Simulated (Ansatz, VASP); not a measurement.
# SiH2C (H-SiC-H chair, 1 layer): VASP beside Ansatz, part 2 of 2

One calculation is typed for both programs; each brings its own data sets. How far apart do they land? Of the first pair: The structure shown is the start of the Ansatz relaxation below; VASP solves that cell, so the two are compared at the walk's first step.

VASP 6.6.1 and Ansatz 0.2.0.

So far: The structure; Ansatz: relaxation, PBE; VASP: single point, PBE, start cell, pair 1.

**4. Side by side**

Known differences besides the potentials themselves: the cutoff is 420 eV in Ansatz and 520 eV in VASP. Total energies have different zeros and are not compared.

Forces (eV/Å; atoms numbered as in POSCAR):

| atom | Ansatz x, y, z | VASP x, y, z |
| --- | --- | --- |
| H1 | 0.000, 0.000, -1.100 | 0.000, 0.000, -1.126 |
| H2 | 0.000, 0.000, 1.521 | 0.000, 0.000, 1.501 |
| C3 | 0.000, 0.000, 1.696 | 0.000, 0.000, 1.716 |
| Si4 | 0.000, 0.000, -2.117 | 0.000, 0.000, -2.091 |

The forces differ by 13 meV/Å r.m.s., which is 1.4 % of the r.m.s. force of 0.950 eV/Å (both taken over all components). With vacuum in the cell, a pressure given here is an average over mostly empty space and none of the material.

**5. Ansatz: relaxation, PBE**

This run makes the geometry at which the two programs are then compared.

The structure compared here is the end of the Ansatz relaxation.

Contents of input.yaml:

```yaml
crystal:
  lattice:
    - [3.0855, 0.0, 0.0]
    - [-1.54275, 2.6721213834, 0.0]
    - [0.0, 0.0, 20.1133333333]
  atoms:
    - { symbol: H, position: [0.6666666667, 0.3333333333, 0.422605237] }
    - { symbol: C, position: [0.6666666667, 0.3333333333, 0.4758037786] }
    - { symbol: Si, position: [0.3333333333, 0.6666666667, 0.5067948293] }
    - { symbol: H, position: [0.3333333333, 0.6666666667, 0.577394763] }
kpoints:
  mp_grid: { grid: [12, 12, 1] }
hamiltonian:
  xc: pbe
scf:
  occupations: { method: fermi_dirac, width: 0.05 }
  convergence: { dr2_threshold: 1.0e-08 }
efield:
  axis: 3
  dipole_correction: true
  ramp_position: 0.97
  ramp_width: 0.04
relax:
  f_tol: 0.01
  cell: { fix: [c, alpha, beta] }
output:
  write_potential: true
  write_density: true
  volumetric_format: npy
```

Launch:

```bash
$ ansatz run input.yaml --threads 2 --pin off --max-ram 4096MiB --backend cpu --events-out ev --progress --plain --runs-dir out
```

Numbers of over 12 decimals in the logs are rounded to 6 here.

The log of the run:

```text
[...]
Crystal: 4 atoms, lattice volume = 165.831 Å³
Basis set: ecut = 420 eV, 3223 PW (Γ), exchange–correlation on 48×48×270 points (8 copies of the dense FFT grid, shifted against one another)
[...]
cell:  # Å, volume = 169.8910 Å³
    - [3.123042, 0, 0]
    - [-1.561521, 2.704634, 0]
    - [0, 0, 20.1133333333]
  atoms:
    - { symbol: H, position: [0.666667, 0.333333, 0.421474] }
    - { symbol: C, position: [0.666667, 0.333333, 0.476514] }
    - { symbol: Si, position: [0.333333, 0.666667, 0.505107] }
    - { symbol: H, position: [0.333333, 0.666667, 0.579504] }
[key lines of the parts left out:]
SCF converged after 5 iterations
Free energy (F): -919.006892 eV
Fermi energy:    -1.505603 eV
Dipole field:    D = -0.087176 V/Å  (p = -0.081847 e·Å, saw-weighted, corrected)
Work function:   Φ+ = 4.3579 eV   Φ− = 2.6045 eV
P = ⅓ Tr σ = 0.0090 GPa (0.090 kbar)
```

**6. VASP: single point, PBE, relaxed cell, pair 2**

The same cell, functional, mesh and smearing now go to VASP, with its own data sets.

Contents of INCAR:

```
SYSTEM = SiH2C
PREC = Accurate
ENCUT = 600
EDIFF = 1E-06
NELM = 120
ISMEAR = -1
SIGMA = 0.05
LREAL = .FALSE.
ALGO = Normal
GGA = PE
NBANDS = 11
LORBIT = 11
LWAVE = .FALSE.
LCHARG = .FALSE.
ISIF = 2
LDIPOL = .TRUE.
IDIPOL = 3
DIPOL = 0.5 0.5 0.495
LVHAR = .TRUE.
LASPH = .TRUE.
GGA_COMPAT = .FALSE.
EFERMI = MIDGAP
NELMDL = -8
```

Contents of POSCAR:

```
SiH2C
1.0
    3.1230424871      0.0000000000      0.0000000000
   -1.5615212435      2.7046341309      0.0000000000
    0.0000000000      0.0000000000     20.1133333333
H C Si
2 1 1
Direct
    0.6666666667      0.3333333333      0.4214739383
    0.3333333334      0.6666666666      0.5795039178
    0.6666666667      0.3333333333      0.4765135360
    0.3333333334      0.6666666666      0.5051072158
```

Contents of KPOINTS:

```
Automatic mesh
0
Gamma
12 12 1
0 0 0
```

PAW data sets: H, C and Si (PBE family, release 64).

Launch:

```bash
$ mpirun -np 1 vasp_std
```

The log of the run:

```text
[... set-up lines as in an earlier step ...]
 entering main loop
       N       E                     dE             d eps       ncg     rms          rms(c)
DAV:   1     0.586820218905E+02    0.58682E+02   -0.36273E+03   418   0.701E+02
DAV:   2    -0.164212170198E+02   -0.75103E+02   -0.63816E+02   642   0.125E+02
DAV:   3    -0.244168528416E+02   -0.79956E+01   -0.79559E+01   569   0.510E+01
DAV:   4    -0.246235613142E+02   -0.20671E+00   -0.20647E+00   613   0.981E+00
[...]
DAV:  23    -0.219381448279E+02   -0.50757E-05   -0.10326E-07   564   0.146E-03    0.436E-04
DAV:  24    -0.219381505722E+02   -0.57443E-05   -0.11265E-07   483   0.140E-03    0.244E-04
DAV:  25    -0.219381514990E+02   -0.92675E-06   -0.72218E-09   564   0.466E-04
   1 F= -.21938151E+02 E0= -.21938151E+02  d E =-.155211E-17
```

Parts of OUTCAR (step 6):

```text
  Total       -0.0251425     -0.0251425     -0.0224000     -0.0000000     -0.0000000     -0.0000000
  in kB       -0.2371093     -0.2371093     -0.2112457     -0.0000000     -0.0000000     -0.0000000
  external PRESSURE =      -0.2284881 kB  Pullay stress =       0.0000000 kB

 POSITION                                       TOTAL-FORCE (eV/Angst)
 -----------------------------------------------------------------------------------
      1.56152      0.90154      8.47725         0.000000     -0.000000     -0.017489
      0.00000      1.80309     11.65576        -0.000000     -0.000000     -0.009270
      1.56152      0.90154      9.58428        -0.000000      0.000000      0.014235
      0.00000      1.80309     10.15939         0.000000     -0.000000      0.012524
 -----------------------------------------------------------------------------------
    total drift:                               -0.000000      0.000000      0.000153

  FREE ENERGIE OF THE ION-ELECTRON SYSTEM (eV)
  ---------------------------------------------------
  free  energy   TOTEN  =       -21.9381514990 eV

  energy  without entropy=      -21.9381514990  energy(sigma->0) =      -21.93815150

[... 1 part as in an earlier step ...]

[... 2 further parts left out ...]
[key lines of the parts left out:]
E-fermi :  -1.7190
```

**7. Differences**

What differs besides the data sets and the points named for the pairs above, as far as they apply: the cutoff is 420 eV in Ansatz and 600 eV in VASP; Ansatz's pressure holds a Pulay correction, VASP's none. Total energies have different zeros and are not compared.

Both answers:

| quantity | Ansatz | VASP | difference |
| --- | --- | --- | --- |
| pressure (GPa) | 0.01 | -0.02 | +0.03 |
| gap on the k mesh (eV) | 3.776 | 3.778 | -0.003 |

At this near-relaxed geometry the largest component of a force difference is 22 meV/Å. A gap on the mesh is an upper bound, since the band edges may lie between its points. With vacuum in the cell, a pressure given here is an average over mostly empty space and none of the material.

**8. Summary of results**

- r.m.s. force difference (single point, PBE, start cell, pair 1): 1.4 % of the r.m.s. force
- difference in gap on the k mesh (single point, PBE, relaxed cell, pair 2): -0.0026 eV
- r.m.s. force difference (single point, PBE, relaxed cell, pair 2): 11 meV/Å

What this shows: The r.m.s. force difference is 11 meV/Å (single point, PBE, relaxed cell, pair 2), within the 12 meV/Å picked in this series as the mark of a large difference. Such differences can come from data sets, numerical settings and the points named under the comparisons, not from the functional's error against experiment.

[Lines on the potential files, build, host, timing and source positions are cut from VASP's logs without a mark.]

[Logs are printed without paths, hosts, clocks, repeated set-up lines and the standing remarks that a program may print on its own settings, such as how far it seeks lower states.]

[Hosts, paths, dates, database ids (printed as entryN), source tags and the programs' standing remarks are cut or masked in the printed files.]
